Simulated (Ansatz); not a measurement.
# FeSi: the cost of one run

Program: Ansatz 0.2.0. Level of theory: DFT PBE, scalar-relativistic, plane waves, PAW. These are calculated values, not measurements.

1 further run of the same task is left out (it didn't finish).

## 1. The starting structure

Symmetry: P-6m2, No. 187, hexagonal system. Conventional cell: a = 2.940 Å, b = 2.940 Å, c = 2.868 Å, α = 90.00°, β = 90.00°, γ = 120.00°. Fe (site symmetry -6m2) has 6 Si at 2.22 Å as nearest neighbours. Around Si (site symmetry -6m2) lie 6 Fe at 2.22 Å.

Coordinates:

```cif
data_structure
_symmetry_space_group_name_H-M 'P-6m2'
_symmetry_Int_Tables_number 187
_cell_length_a 2.9404
_cell_length_b 2.9404
_cell_length_c 2.8679
_cell_angle_alpha 90.000
_cell_angle_beta 90.000
_cell_angle_gamma 120.000
_cell_volume 21.47
loop_
_atom_site_label
_atom_site_type_symbol
_atom_site_symmetry_multiplicity
_atom_site_Wyckoff_symbol
_atom_site_fract_x
_atom_site_fract_y
_atom_site_fract_z
_atom_site_occupancy
Fe1 Fe 1 f 0.66667 0.33333 0.50000 1
Si1 Si 1 a 0.00000 0.00000 0.00000 1
```

The cell is invented: species swapped into a database cell of WC (P-6m2, No. 187), with Si on the W sites and Fe on the C sites. Its size is a rough estimate.

## 2. The guess as it stands, on a coarse mesh

The input, input.yaml:

```yaml
crystal:
  lattice:
    - [2.94038835, 0.0, 0.0]
    - [-1.47019418, 2.54645101, 0.0]
    - [0.0, 0.0, 2.86790366]
  atoms:
    - { symbol: Fe, position: [0.66666667, 0.33333333, 0.5], spin: 4.0 }
    - { symbol: Si, position: [0.0, 0.0, 0.0] }
basis:
  ecutwfc: 420
kpoints:
  mp_grid: { grid: [6, 6, 6] }
hamiltonian:
  xc: pbe
scf:
  occupations: { method: gaussian, width: 0.1 }
  lower_state_search: "off"
output:
  forces: true
  stress: true
  eigenvalues: true
  populations: true
magnetization:
  spin_polarized: true
```

Run with:

```
$ ansatz run input.yaml --threads 1 --pin off --max-ram 2560MiB --backend cpu --events-out ev --progress --plain --runs-dir out
```

What time and memory should one allow on 1 thread of Arm Neoverse V1, shared host?

About 5.2 s, with a peak of 0.28 GiB.
